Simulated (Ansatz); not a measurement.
# Pressure against volume: Sn

```yaml
crystal:
  lattice:
    - [-2.02919, 2.02919, 1.66076]
    - [2.02919, -2.02919, 1.66076]
    - [2.02919, 2.02919, -1.66076]
  atoms:
    - { symbol: Sn, position: [0.00000, 0.00000, 0.00000] }
```

The cell is the one relaxed in the Materials Project (mp-55), not relaxed further here; entries there can be hypothetical.

No spin–orbit coupling, which matters for the heavy atoms here.

Levels of theory: DFT, PBE, all-electron LAPW, scalar-relativistic (Ansatz 0.2.0); DFT, PBE, PAW with Ansatz's default frozen-core files, scalar-relativistic (Ansatz 0.2.0).

For LAPW: a Γ-centred 16×16×16 k mesh, Fermi–Dirac smearing of 0.05 eV, basis error target 1 meV/atom, no spin polarisation. PAW takes a cutoff of 420 eV at this cell. The Ansatz runs share mesh, smearing and spin set-up. Plane-wave (PAW) pressures include the program's estimate of the Pulay term.

The cell above is scaled evenly, with fractional coordinates and shape held.

```csv
V/V(cell),V (Å³/atom),"P, LAPW (GPa)","P, PAW (GPa)","free energy over the lowest listed, PAW (meV/atom)"
0.9405,25.726,?,?,?
0.9700,26.533,2.68,2.68,10.6
1.0000,27.353,0.99,0.99,1.3
1.0300,28.174,-0.44,-0.44,0.0
1.0600,28.995,-1.65,-1.64,5.4
```

Q: Fill in the row V/V(cell) = 0.9405.

A: P, LAPW (GPa) = 4.65, P, PAW (GPa) = 4.66, free energy over the lowest listed, PAW (meV/atom) = 29.0.

Q: What do Birch–Murnaghan fits to the pressures give?

A: LAPW: V0 = 27.91 Å³/atom, B0 = 47 GPa, B0′ = 4.8; PAW: V0 = 27.91 Å³/atom, B0 = 47 GPa, B0′ = 4.8.

PAW's V0 lies 0.01 % from the all-electron value and its B0 0.0 %. With shape and internal coordinates held, B0 is an upper bound to the relaxed modulus.
